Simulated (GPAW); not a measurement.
# Ta (P6_3/mmc) in GPAW: further runs

One crystal, Ta, is run at these levels: LDA, PBE, r2SCAN, SCAN, TPSS; tasks: single point.

Program: GPAW 26.7.0. These are calculated values, not measurements. Logs are shortened: lines on timing, memory, paths and dates and some standing lists are left out, and cuts for length are marked. The log counts tension as positive stress, the text compression.

### 1 The structure

The structure is hexagonal, space group P6_3/mmc (No. 194). Conventional cell: a = 2.900 Å, b = 2.900 Å, c = 5.166 Å, α = 90.00°, β = 90.00°, γ = 120.00°. Ta (site symmetry -6m2) has 12 Ta at 2.90 to 3.08 Å as nearest neighbours.

This isn't the form of Ta at room conditions, which is bcc.

### 2 Single point, LDA

Input file run.py:

```python
from ase.dft.bandgap import bandgap
from ase.io import read, write
from ase.units import GPa
from gpaw import GPAW, PW

atoms = read('POSCAR')

calc = GPAW(mode=PW(600),
            xc='LDA',
            kpts={'size': (11, 11, 5), 'gamma': True},
            occupations={'name': 'fermi-dirac', 'width': 0.05},
            nbands=26,
            convergence={'density': 1e-05, 'energy': 1e-05},
            maxiter=150,
            txt='gpaw.txt')
atoms.calc = calc
energy = atoms.get_potential_energy()
forces = atoms.get_forces()
stress = atoms.get_stress()
calc.write('gs.gpw')
write('result.traj', atoms)
print(f'Energy: {energy:.6f} eV')
print('Forces (eV/A):')
print(forces.round(4))
print('Stress (GPa):', (stress / GPa).round(3))
print('Fermi level:', round(calc.get_fermi_level(), 4), 'eV')
print(f'Gap: {bandgap(calc)[0]:.4f} eV, direct: {bandgap(calc, direct=True)[0]:.4f} eV')
```

Input file POSCAR:

```
Ta
1.0
    2.9003720726      0.0000000000      0.0000000000
   -1.4501860363      2.5117958953      0.0000000000
    0.0000000000      0.0000000000      5.1662740000
Ta
2
Direct
    0.3333333333      0.6666666667      0.2500000000
    0.6666666667      0.3333333333      0.7500000000
```

Potentials or basis: the program's PAW data sets (release 1.2.1) made for this functional, pw.

The run is started by

```
$ OMP_NUM_THREADS=1 python run.py
```

gpaw.txt:

```text
__  _  _
 | _ |_)|_||  |
 |__||  | ||/\| - 26.7.0

Input parameters:
  mode=PW(ecut=600.0),
  convergence={'density': 1e-05, 'energy': 1e-05},
  kpts=MonkhorstPack(size=(11, 11, 5), gamma=True),
  maxiter=150,
  nbands=26,
  occupations=Occupations(name='fermi-dirac', width=0.05),
  xc=XC(name='LDA')

Diagonalizing LCAO Hamiltonian
Converting LCAO to pw mode

          Ta

        Ta

Atoms  # Å, Bohr magnetons
|   | symbol |         x |        y |        z |    initial magnetic moments |
|---|--------|-----------|----------|----------|-----------------------------|
| 0 |     Ta | -0.000000 | 1.674531 | 1.291568 | ( 0.0000,  0.0000,  0.0000) |
| 1 |     Ta |  1.450186 | 0.837265 | 3.874705 | ( 0.0000,  0.0000,  0.0000) |

Unit cell  # Å
| periodic |         x |        y |        z |  lengths |     angles |
|----------|-----------|----------|----------|----------|------------|
|      yes |  2.900372 | 0.000000 | 0.000000 | 2.900372 |  90.000000 |
|      yes | -1.450186 | 2.511796 | 0.000000 | 2.900372 |  90.000000 |
|      yes |  0.000000 | 0.000000 | 5.166274 | 5.166274 | 120.000000 |

Number of symmetries: 12
Symmetry operations  # r_c * U_cc + t_c -> r_c
|    | kind |            matrix            |
|----|------|------------------------------|
|  0 |  σ   |  1, 1, 0,  0,-1, 0,  0, 0, 1 |
|  1 |  S6  |  1, 1, 0, -1, 0, 0,  0, 0,-1 |
|  2 |  E   |  1, 0, 0,  0, 1, 0,  0, 0, 1 |
|  3 |  C2  |  1, 0, 0, -1,-1, 0,  0, 0,-1 |
|  4 |  C2  |  0, 1, 0,  1, 0, 0,  0, 0,-1 |
|  5 |  C3  |  0, 1, 0, -1,-1, 0,  0, 0, 1 |
|  6 |  S6  |  0,-1, 0,  1, 1, 0,  0, 0,-1 |
|  7 |  σ   |  0,-1, 0, -1, 0, 0,  0, 0, 1 |
|  8 |  σ   | -1, 0, 0,  1, 1, 0,  0, 0, 1 |
|  9 |  i   | -1, 0, 0,  0,-1, 0,  0, 0,-1 |
| 10 |  C3  | -1,-1, 0,  1, 0, 0,  0, 0, 1 |
| 11 |  C2  | -1,-1, 0,  0, 1, 0,  0, 0,-1 |

BZ-sampling:
  Number of BZ points: 605
  Number of IBZ points: 68

  Monkhorst-Pack size: [11, 11, 5]
  Monkhorst-Pack shift: [0, 0, 0]

K-points  # in reciprocal-cell coordinates
|     |                                coordinates |     weight |
|-----|--------------------------------------------|------------|
|   0 | (  0.00000000,   0.00000000,   0.00000000) | 0.00165289 |
|   1 | (  0.00000000,   0.00000000,   0.20000000) | 0.00330579 |
|   2 | (  0.00000000,   0.00000000,   0.40000000) | 0.00330579 |
|   3 | (  0.09090909,   0.00000000,  -0.40000000) | 0.00991736 |
|   4 | (  0.09090909,   0.00000000,  -0.20000000) | 0.00991736 |
|   5 | (  0.09090909,   0.00000000,   0.00000000) | 0.00991736 |
|   6 | (  0.09090909,   0.00000000,   0.20000000) | 0.00991736 |
|   7 | (  0.09090909,   0.00000000,   0.40000000) | 0.00991736 |
|   8 | (  0.18181818,  -0.09090909,   0.00000000) | 0.00991736 |
|   9 | (  0.18181818,  -0.09090909,   0.20000000) | 0.01983471 |
| ... |                                            |            |
|  67 | (  0.45454545,   0.45454545,   0.40000000) | 0.01983471 |

Plane wave coefficients: 1275
Cutoff: 600.0 eV

Spin-components: 1 (collinear spins)
Bands:           26
Projectors:      12
Spin-degeneracy: 2
Datatype:        complex128

Parallelization:
  kpt:    1
  domain: 1
  band:   1

Density:
  Valence electrons: 26.0
  Components: 1
  Grid points: [18 18 30]
  Charge: 0.0  # |e|

Potential:
  Grid points: [18 18 30]

species:
  Ta:
    name:    Tantalum
    Z:       73.0
    valence: 13
    core:    60
    charge:  0.0  # [|e|]
    compensation charges:
      type: gauss
      rc: 0.42  # [Å]
      lmax: 2
    cutoffs:
      filter: 2.36  # [Å]
      core: 3.45  # [Å]
    projectors
    | kind |    occ | energy [eV] | rcut [Å] |
    |------|--------|-------------|----------|
    |   5s |  2.000 |     -72.979 |    1.365 |
    |   6s |  2.000 |      -5.599 |    1.365 |
    |   5p |  6.000 |     -39.590 |    1.349 |
    |   6p |  0.000 |      -1.483 |    1.349 |
    |   5d |  3.000 |      -3.794 |    1.307 |
    |    d |        |      23.417 |    1.307 |

    Using partial waves for Ta as LCAO basis

Reference energy: -847844.639163  # eV

eigensolver:
  PPCG
  Converge bands: occupied
  niter=2

density mixing:
  MSR1-Mixer
  Pratt-step length: 0.05
  Maximum mixing coefficient: 0.75
  Old densities: 10
  SVD Regularization: 0.005
  Good broyden scale: 1.0
  Trust region scale: 1.0
  Backstep threshold: 4.0
  History deletion threshold: 6.0
  Fourier metric: weight=20.0, sigma=0.015

occupation numbers:
  Fermi-Dirac:
    width: 0.0500  # eV

poisson solver:
  ecut: 4800.0  # eV

xc functional:
  name: None

convergence criteria:
- Maximum integral of absolute [dens]ity change: 1e-05 electrons / valence electron
- Maximum [total energy] change in last 3 cyles: 1e-05 eV / valence electron
- Maximum integral of absolute [eigenst]ate change: 4e-08 eV^2 / valence electron
maximum number of iterations: 150

SCF iterations
|iter     | |      energy | eigst |  dens |
|---------|-|-------------|-------|-------|
|iter:   1| |  -21.539683 | -0.08 |       |
|iter:   2| |  -21.487206 | -2.44 | -1.29 |
|iter:   3| |  -21.191951 | -1.71 | -1.32 |
|iter:   4| |  -21.196798 | -3.66 | -2.02 |
|iter:   5| |  -21.198941 | -4.41 | -2.34 |
|iter:   6| |  -21.198964 | -6.32 | -3.46 |
|iter:   7| |  -21.198966c| -7.83c| -4.05 |
|iter:   8| |  -21.198966c| -7.88c| -4.78 |
|iter:   9| |  -21.198966c| -8.79c| -5.57c|

Converged in 9 steps
Energy contributions relative to reference atoms: (reference = -847844.639163)

Energy contributions:
  Kinetic:           4.468789
  Coulomb:          -6.538548
  Zero:             -0.551845
  External:          0.000000
  Xc:              -18.568199
  Entropy:          -0.018327
  Spinorbit:         0.000000
  ----------------------------
  Free energy:     -21.208129
  Extrapolated:    -21.198966

dipole moment: (-0.000002, -0.000003, -0.000007)  # |e|*Ang

Fermi level: 11.285
Eigenvalues  # (at kpt = [0.000, 0.000, 0.000])
| band index |      eig [eV] | occ [0-2] |
|------------|---------------|-----------|
|          0 |       -56.150 |     2.000 |
|        ... |               |           |
|          4 |       -22.357 |     2.000 |
|          5 |       -22.357 |     2.000 |
|          6 |       -22.275 |     2.000 |
|          7 |       -22.275 |     2.000 |
|          8 |         3.191 |     2.000 |
|          9 |         6.425 |     2.000 |
[... 8 lines left out ...]
|         18 |        16.286 |     0.000 |
|         19 |        16.286 |     0.000 |
|        ... |               |           |
|         25 |        31.868 |     0.000 |

No gap
No difference between direct/indirect transitions

Forces  # eV/Ang
|        x |       y |        z |
|----------|---------|----------|
| -0.00000 | 0.00000 |  0.00000 |  # Ta   0
|  0.00000 | 0.00000 | -0.00000 |  # Ta   1

Stress tensor  # eV/Ang^3
|        x |        y |        z |
|----------|----------|----------|
| 0.081708 | 0.000000 | 0.000000 |
| 0.000000 | 0.081708 | 0.000000 |
| 0.000000 | 0.000000 | 0.062890 |

# Writing to gs.gpw (mode='')
```

It took 65 s on 1 thread of Arm Neoverse N1, shared host; peak memory 0.18 GiB.

Results:

```yaml
Free_energy: -21.2081 eV
Pressure: -12.1 GPa
Band_gap_on_the_k_mesh: none (metal or under the smearing width)
```

Stress tensor (GPa, compression positive):
```
-13.09   0.00   0.00
  0.00 -13.09   0.00
  0.00   0.00 -10.08
```

Levels at points of the mesh, in eV from the Fermi level:
| k point | band 9 | band 10 | band 11 | band 12 | band 13 | band 14 | band 15 | band 16 | band 17 | band 18 |
| --- | --- | --- | --- | --- | --- | --- | --- | --- | --- | --- |
| (0.00, 0.00, 0.00) | -8.09 | -4.86 | -0.59 | -0.02 | 0.55 | 0.55 | 1.10 | 1.10 | 2.86 | 2.86 |

### 3 Single point, PBE

Changes to run.py since step 2:

```diff
@@ -8,3 +8,3 @@
 calc = GPAW(mode=PW(600),
-            xc='LDA',
+            xc='PBE',
             kpts={'size': (11, 11, 5), 'gamma': True},
```

POSCAR is that of step 2.

Potentials or basis: GPAW PAW data sets (gpaw-data 1.2.1), pw.

The run is started by

```
$ OMP_NUM_THREADS=1 python run.py
```

gpaw.txt:

```text
__  _  _
 | _ |_)|_||  |
 |__||  | ||/\| - 26.7.0

Input parameters:
  mode=PW(ecut=600.0),
  convergence={'density': 1e-05, 'energy': 1e-05},
  kpts=MonkhorstPack(size=(11, 11, 5), gamma=True),
  maxiter=150,
  nbands=26,
  occupations=Occupations(name='fermi-dirac', width=0.05),
  xc=XC(name='PBE')

Diagonalizing LCAO Hamiltonian
Converting LCAO to pw mode

          Ta

        Ta

Atoms  # Å, Bohr magnetons
|   | symbol |         x |        y |        z |    initial magnetic moments |
|---|--------|-----------|----------|----------|-----------------------------|
| 0 |     Ta | -0.000000 | 1.674531 | 1.291568 | ( 0.0000,  0.0000,  0.0000) |
| 1 |     Ta |  1.450186 | 0.837265 | 3.874705 | ( 0.0000,  0.0000,  0.0000) |

Unit cell  # Å
| periodic |         x |        y |        z |  lengths |     angles |
|----------|-----------|----------|----------|----------|------------|
|      yes |  2.900372 | 0.000000 | 0.000000 | 2.900372 |  90.000000 |
|      yes | -1.450186 | 2.511796 | 0.000000 | 2.900372 |  90.000000 |
|      yes |  0.000000 | 0.000000 | 5.166274 | 5.166274 | 120.000000 |

[... 140 lines left out ...]

Energy contributions:
  Kinetic:          11.913288
  Coulomb:         -13.492274
  Zero:             -0.500062
  External:          0.000000
  Xc:              -17.106701
  Entropy:          -0.019183
  Spinorbit:         0.000000
  ----------------------------
  Free energy:     -19.204932
  Extrapolated:    -19.195340

dipole moment: (-0.000002, -0.000003, -0.000007)  # |e|*Ang

Fermi level: 11.641
Eigenvalues  # (at kpt = [0.000, 0.000, 0.000])
| band index |      eig [eV] | occ [0-2] |
|------------|---------------|-----------|
|          0 |       -55.822 |     2.000 |
|        ... |               |           |
|          4 |       -22.039 |     2.000 |
|          5 |       -22.039 |     2.000 |
|          6 |       -21.958 |     2.000 |
|          7 |       -21.958 |     2.000 |
|          8 |         3.501 |     2.000 |
|          9 |         6.768 |     2.000 |
[... 8 lines left out ...]
|         18 |        16.715 |     0.000 |
|         19 |        16.715 |     0.000 |
|        ... |               |           |
|         25 |        31.723 |     0.000 |

No gap
No difference between direct/indirect transitions

Forces  # eV/Ang
|        x |        y |        z |
|----------|----------|----------|
| -0.00000 | -0.00000 | -0.00000 |  # Ta   0
|  0.00000 | -0.00000 |  0.00000 |  # Ta   1

Stress tensor  # eV/Ang^3
|        x |         y |         z |
|----------|-----------|-----------|
| 0.006261 |  0.000000 |  0.000000 |
| 0.000000 |  0.006261 | -0.000000 |
| 0.000000 | -0.000000 |  0.002502 |

# Writing to gs.gpw (mode='')
```

stdout:

```text
Energy: -19.195340 eV
Forces (eV/A):
[[-0. -0. -0.]
 [ 0. -0.  0.]]
Stress (GPa): [ 1.003  1.003  0.401 -0.     0.     0.   ]
Fermi level: 11.6408 eV
Gap: 0.0000 eV, direct: 0.0000 eV
```

Run time: 73 s. Hardware: 1 thread of Arm Neoverse N1, shared host; peak memory 0.18 GiB.

Results:

```yaml
Free_energy: -19.2049 eV
Pressure: -0.8 GPa
Band_gap_on_the_k_mesh: none (metal or under the smearing width)
```

Stress tensor (GPa, compression positive):
```
-1.00  0.00  0.00
 0.00 -1.00  0.00
 0.00  0.00 -0.40
```

Spin-orbit coupling is left out, which matters for the levels of Ta.

### 4 Single point, r2SCAN

Changes to run.py since step 3:

```diff
@@ -8,3 +8,3 @@
 calc = GPAW(mode=PW(600),
-            xc='PBE',
+            xc='MGGA_X_R2SCAN+MGGA_C_R2SCAN',
             kpts={'size': (11, 11, 5), 'gamma': True},
```

POSCAR is that of step 3.

The run is started by

```
$ OMP_NUM_THREADS=1 python run.py
```

It took 3.7 min on 1 thread of Arm Neoverse N1, shared host; peak memory 0.29 GiB.

It converged, with:

- Free energy: -45.7291 eV
- Pressure: -2.6 GPa
- Band gap on the k mesh: none (metal or under the smearing width)

Stress tensor (GPa, compression positive):
```
-3.00  0.00  0.00
 0.00 -3.00  0.00
 0.00  0.00 -1.93
```

Levels at points of the mesh, in eV from the Fermi level:
| k point | band 9 | band 10 | band 11 | band 12 | band 13 | band 14 | band 15 | band 16 | band 17 | band 18 |
| --- | --- | --- | --- | --- | --- | --- | --- | --- | --- | --- |
| (0.00, 0.00, 0.00) | -8.55 | -5.12 | -0.61 | -0.38 | 0.67 | 0.67 | 1.25 | 1.25 | 3.21 | 3.21 |

Caveat: the PAW data sets were made with another functional, which shifts forces and pressure a little. The run has no spin-orbit coupling, so splittings on Ta are missing.

### 5 Single point, SCAN

Changes to run.py since step 4:

```diff
@@ -8,3 +8,3 @@
 calc = GPAW(mode=PW(600),
-            xc='MGGA_X_R2SCAN+MGGA_C_R2SCAN',
+            xc='MGGA_X_SCAN+MGGA_C_SCAN',
             kpts={'size': (11, 11, 5), 'gamma': True},
```

POSCAR is that of step 4.

The run is started by

```
$ OMP_NUM_THREADS=1 python run.py
```

It took 4.8 min on 1 thread of Arm Neoverse N1, shared host; peak memory 0.29 GiB.

It converged, with:

* Free energy: -87.0499 eV
* Pressure: -7.9 GPa
* Band gap on the k mesh: none (metal or under the smearing width)

Stress tensor (GPa, compression positive):
```
-9.55  0.00  0.00
 0.00 -9.55  0.00
 0.00  0.00 -4.57
```

Levels at points of the mesh, in eV from the Fermi level:
| k point | band 9 | band 10 | band 11 | band 12 | band 13 | band 14 | band 15 | band 16 | band 17 | band 18 |
| --- | --- | --- | --- | --- | --- | --- | --- | --- | --- | --- |
| (0.00, 0.00, 0.00) | -8.69 | -5.26 | -0.73 | -0.23 | 0.55 | 0.57 | 1.13 | 1.15 | 3.19 | 3.19 |

Caveat: the PAW data sets were made with another functional, which shifts forces and pressure a little. Spin-orbit coupling is left out, which matters for the levels of Ta.

### 6 Single point, TPSS

Changes to run.py since step 5:

```diff
@@ -8,3 +8,3 @@
 calc = GPAW(mode=PW(600),
-            xc='MGGA_X_SCAN+MGGA_C_SCAN',
+            xc='MGGA_X_TPSS+MGGA_C_TPSS',
             kpts={'size': (11, 11, 5), 'gamma': True},
@@ -13,2 +13,3 @@
             convergence={'density': 1e-05, 'energy': 1e-05},
+            eigensolver='davidson',
             maxiter=150,
```

POSCAR is that of step 5.

Potentials or basis: GPAW PAW data sets (gpaw-data 1.2.1), pw.

The run is started by

```
$ OMP_NUM_THREADS=1 python run.py
```

Wall time 5.7 min (1 thread of Arm Neoverse N1, shared host); peak memory 0.29 GiB.

Results (log left out):

| Property | Result |
| --- | --- |
| Free energy | -4.0193 eV |
| Pressure | -4.6 GPa |
| Band gap on the k mesh | none (metal or under the smearing width) |

Stress tensor (GPa, compression positive):
```
-4.46  0.00  0.00
 0.00 -4.46  0.00
 0.00  0.00 -4.86
```

Levels at points of the mesh, in eV from the Fermi level:
```csv
k point,band 9,band 10,band 11,band 12,band 13,band 14,band 15,band 16,band 17,band 18
"(0.00, 0.00, 0.00)",-8.10,-4.84,-0.56,-0.21,0.60,0.60,1.16,1.16,2.96,2.96
```

Caveat: the PAW data sets were made with another functional, which shifts forces and pressure a little. Spin-orbit coupling is left out, which matters for the levels of Ta.

### 7 Summary

| level | potentials or basis | eigensolver | gap on the mesh (eV) | pressure (GPa) |
| --- | --- | --- | --- | --- |
| LDA | the program's PAW data sets (release 1.2.1) made for this functional, pw | - | none | -12.1 |
| PBE | GPAW PAW data sets (gpaw-data 1.2.1), pw | - | none | -0.8 |
| r2SCAN | GPAW PAW data sets (gpaw-data 1.2.1), pw | - | none | -2.6 |
| SCAN | GPAW PAW data sets (gpaw-data 1.2.1), pw | - | none | -7.9 |
| TPSS | GPAW PAW data sets (gpaw-data 1.2.1), pw | davidson | none | -4.6 |

Alike in all rows: task single point; no spin polarisation; cell as given; k mesh 11 × 11 × 5; cutoff (eV) 600; smearing fermi-dirac 0.05 eV.

Caveats: the PAW data sets were made with another functional, which shifts forces and pressure a little (some runs).

Total energies depend on the potentials used, so only differences within one code and one set of settings carry meaning.
